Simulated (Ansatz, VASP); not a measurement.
Si2Mo in VASP and in Ansatz

File INCAR:

```
SYSTEM = Si2Mo
PREC = Accurate
ENCUT = 520
EDIFF = 1E-6
ISMEAR = -1
SIGMA = 0.05
LREAL = .FALSE.
LASPH = .TRUE.
NELM = 100
ALGO = Normal
ISIF = 2
LWAVE = .FALSE.
LCHARG = .FALSE.
GGA = PS
NBANDS = 18
```

KPOINTS

```
Automatic mesh
0
G
  12 12 12
  0 0 0
```

File POSCAR:

```
Si2Mo
1.0
   -1.6313805159      1.6313805159      4.0075881985
    1.6313805159     -1.6313805159      4.0075881985
    1.6313805159      1.6313805159     -4.0075881985
Mo Si
1 2
Direct
    0.0000000000      0.0000000000      0.0000000000
    0.6670000000      0.6670000000      0.0000000000
    0.3330000000      0.3330000000      0.0000000000
```

Contents of input.yaml:

```yaml
crystal:
  lattice:
    - [-1.6313805159, 1.6313805159, 4.0075881985]
    - [1.6313805159, -1.6313805159, 4.0075881985]
    - [1.6313805159, 1.6313805159, -4.0075881985]
  atoms:
    - { symbol: Mo, position: [0.0, 0.0, 0.0] }
    - { symbol: Si, position: [0.667, 0.667, 0.0] }
    - { symbol: Si, position: [0.333, 0.333, 0.0] }
kpoints:
  mp_grid: { grid: [12, 12, 12] }
scf:
  occupations: { method: fermi_dirac, width: 0.05 }
hamiltonian:
  xc: pbesol
  pseudopotentials: { kind: all_electron, lapw: { basis_error: 0.001 } }
output:
  forces: true
  stress: true
  eigenvalues: true
```

Change from the starting cell: volume scaled by 1.06.

Alike in both runs: task single point; functional PBEsol; k mesh 12 × 12 × 12; occupations fermi-dirac, width 0.05 eV; no spin polarisation.

|  | VASP | Ansatz |
| --- | --- | --- |
| version | VASP 6.6.1 | Ansatz 0.2.0 |
| potentials or method | VASP PAW PBE potentials, release 64 (Mo_sv, Si) | all-electron LAPW, scalar-relativistic |
| plane-wave cutoff (eV) | 520 | see its input |

|  | VASP | Ansatz | Ansatz less VASP |
| --- | --- | --- | --- |
| gap on the k mesh at the Fermi level (eV) | none | none | - |
| pressure (GPa) | -13.2 | -13.4 | -0.26 |
| largest component of the traceless stress (GPa) | 1.72 | 1.73 | +0.005 |
| rms of the force components (eV/Å) | 0.190 | 0.192 | +0.0015 |

Atom by atom the forces differ by 0.001 eV/Å (rms over components). A gap of «none» marks a metal or a gap that the smearing closes. Ansatz ran all-electron here, so the differences hold the error of VASP's frozen core and of both bases.

Caveats: the PAW data sets were made with another functional, which shifts forces and pressure a little (VASP).
